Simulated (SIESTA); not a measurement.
TePb:

```
Pb Te
1.0
     0.00000    3.23100    3.23100
     3.23100    0.00000    3.23100
     3.23100    3.23100    0.00000
Pb Te
1 1
Cartesian
  0.0000 0.0000 0.0000
  3.2310 3.2310 3.2310
```

```yaml
Program: SIESTA 5.4.2
Task: relaxation of cell and atoms
Functional: PBE
Potentials_or_basis: PseudoDojo 0.4 standard (PBE files)
Basis: DZP (energy shift 0.003 Ry; two zetas on semicore shells)
Grid_cutoff: 750 Ry
Energy_shift: 0.003 Ry
k_mesh: 5 × 5 × 5
Occupations: fermi-dirac, width 0.05 eV
Spin: no spin polarisation
```

At the start: pressure 2.5 GPa; volume 33.73 Å³/atom.

**Question.** How do energy, volume and symmetry change on relaxing?

**Answer.** Over 4 steps the energy falls by 15.0 meV/atom and the volume is 35.73 Å³/atom (+5.9 %); space group Fm-3m (No. 225, to 0.05 Å).

Step by step:
| step | energy change (eV) | largest force (eV/Å) | pressure (GPa) | volume (Å³) |
| --- | --- | --- | --- | --- |
| 1 | 0.0000 | 0.0000 | 2.54 | 67.46 |
| 2 | -0.0028 | 0.0000 | 2.40 | 67.64 |
| 3 | -0.0297 | 0.0000 | 0.25 | 70.96 |
| 4 | -0.0301 | 0.0000 | -0.01 | 71.46 |

Final structure:
```yaml
crystal:
  lattice:
    - [0.00021, 3.29372, 3.29372]
    - [3.29372, 0.00021, 3.29372]
    - [3.29372, 3.29372, 0.00021]
  atoms:
    - { symbol: Pb, position: [0.00000, 0.00000, 0.00000] }
    - { symbol: Te, position: [0.50000, 0.50000, 0.50000] }
```

Caveat: the basis of atomic orbitals isn't converged, which shifts pressures, moduli and gaps.
